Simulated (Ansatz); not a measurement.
Set up this calculation in Ansatz 0.2.0, as the native input.

```yaml
Task: single point
Functional: PBE
Potentials_or_basis: Ansatz PAW
Cutoff: "420 eV (not typed: the program's choice for these potentials)"
k_mesh: 10 × 10 × 5
Occupations: gaussian, width 0.1 eV
Spin: no spin polarisation
```

The system is GaN.

```
Ga N
1.0
     3.18000    0.00000    0.00000
    -1.59000    2.75396    0.00000
     0.00000    0.00000    5.16600
Ga N
2 2
Direct
  0.66667 0.33333 0.50000
  0.33333 0.66667 0.00000
  0.66667 0.33333 0.87500
  0.33333 0.66667 0.37500
```

One way to write it, as run:

input.yaml

```yaml
crystal:
  lattice:
    - [3.18, 0.0, 0.0]
    - [-1.59, 2.753960784, 0.0]
    - [0.0, 0.0, 5.166]
  atoms:
    - { symbol: Ga, position: [0.6666666667, 0.3333333333, 0.5] }
    - { symbol: Ga, position: [0.3333333333, 0.6666666667, 0.0] }
    - { symbol: "N", position: [0.6666666667, 0.3333333333, 0.875] }
    - { symbol: "N", position: [0.3333333333, 0.6666666667, 0.375] }
hamiltonian:
  xc: pbe
  pseudopotentials: { kind: paw }
kpoints:
  mp_grid: { grid: [10, 10, 5] }
scf:
  occupations: { method: gaussian, width: 0.1 }
output:
  forces: true
  stress: true
  eigenvalues: true
```

Potentials or basis: Ansatz PAW.

Launch:

```sh
$ ansatz run input.yaml --threads 2 --pin off --max-ram 5632MiB --backend cpu --events-out ev --progress --plain --runs-dir out
```

Results of the run:

```
Pressure               : 7.3 GPa
Largest force          : 0.137 eV/Å
Band gap on the k mesh : 1.96 eV, direct
```

Caveat: odd divisions of the mesh miss points on the zone boundary, where band edges often lie, so the gap on the mesh can be too wide; the pressure holds a Pulay correction of +0.5 GPa for the finite cutoff.

Run time: 2.9 s on 2 threads of Intel(R) Xeon(R) Processor @ 2.50GHz (Skylake/Cascade Lake), with other jobs on the host, peak memory 0.38 GiB.
